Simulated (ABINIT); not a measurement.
ZrS2:

```
Zr S
1.0
     3.69138    0.00000    0.00000
    -1.84569    3.19683    0.00000
     0.00000    0.00000    6.04108
Zr S
1 2
Direct
  0.00000 0.00000 0.00000
  0.33333 0.66667 0.23791
  0.66667 0.33333 0.76209
```

The cell is a database's computed one.

Base run:

- Program: ABINIT 10.8.3 (patched build)
- Functional: revPBE
- Potentials or basis: JTH PAW PBE v2.0
- Cutoff: 544 eV
- k mesh: 8 × 8 × 5
- Occupations: fermi-dirac, width 0.05 eV
- Spin: no spin polarisation

Its results: band gap on the k mesh 1.10 eV, indirect (least direct gap 1.67 eV); pressure 1.9 GPa; largest force 0.083 eV/Å.

Task: After a change of settings the same cell gave: band gap on the k mesh 1.20 eV, indirect (least direct gap 1.69 eV); pressure 1.1 GPa; largest force 0.337 eV/Å. Which change was it?
A. functional from revPBE to BLYP
B. functional from revPBE to RPBE
C. functional from revPBE to HCTH407
D. functional from revPBE to PW91

Result: C.

Caveats: the PAW data sets were made with another functional, which shifts forces and pressure a little; this functional lacks dispersion, which binds the layers, so the pressure and a relaxed spacing across them are unreliable (some runs).
